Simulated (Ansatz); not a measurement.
# GaAs (F-43m): the equilibrium volume

At what volume is GaAs (F-43m) free of pressure?

Program: Ansatz 0.2.0. Level of theory: DFT PBEsol, scalar-relativistic, plane waves, PAW. These are calculated values, not measurements.

2 further runs of the same task are left out: 2 set aside as unsound or not needed.

### 1 The structure to begin with

The structure is cubic, space group F-43m (No. 216). Conventional cell: a = 5.750 Å, b = 5.750 Å, c = 5.750 Å, α = 90.00°, β = 90.00°, γ = 90.00°. Around Ga (site symmetry -43m) lie 4 As at 2.49 Å. Around As (site symmetry -43m) lie 4 Ga at 2.49 Å.

As a file:

```
CELL_PARAMETERS angstrom
0.00000 2.87509 2.87509
2.87509 0.00000 2.87509
2.87509 2.87509 0.00000
ATOMIC_POSITIONS crystal
Ga 0.00000 0.00000 0.00000
As 0.25000 0.25000 0.25000
```

### 2 At the starting volume (PBEsol, 6×6×6 mesh)

input.yaml

```yaml
crystal:
  lattice:
    - [0.0, 2.8750910496, 2.8750910496]
    - [2.8750910496, 0.0, 2.8750910496]
    - [2.8750910496, 2.8750910496, 0.0]
  atoms:
    - { symbol: Ga, position: [0.0, 0.0, 0.0] }
    - { symbol: As, position: [0.25, 0.25, 0.25] }
basis:
  ecutwfc: 420
kpoints:
  mp_grid: { grid: [6, 6, 6] }
hamiltonian:
  xc: pbesol
scf:
  occupations: { method: gaussian, width: 0.1 }
output:
  forces: true
  stress: true
  eigenvalues: true
```

Run with:

```console
> ansatz run input.yaml --threads 8 --pin off --max-ram 16384MiB --backend cpu --events-out ev --progress --plain --runs-dir out
```

Further steps of the session: Full relaxation.

Before running it: what results should come out? Wanted: volume; pressure; conventional cell; gap on the mesh.

The runs gave:

| quantity | value |
| --- | --- |
| volume | 22.639 Å³/atom |
| pressure | 0.04 GPa |
| conventional cell | a = 5.658 Å, b = 5.658 Å, c = 5.658 Å, α = 90.00°, β = 90.00°, γ = 90.00° |
| gap on the mesh | 0.43 eV |

Over the 2 runs shown the cell moved from 23.77 to 22.64 Å³/atom, a change of -4.7 %, where the pressure is zero within 0.04 GPa.

These are semilocal Kohn-Sham gaps, which aren't the measured quantity. Such gaps usually fall short of the measured ones.
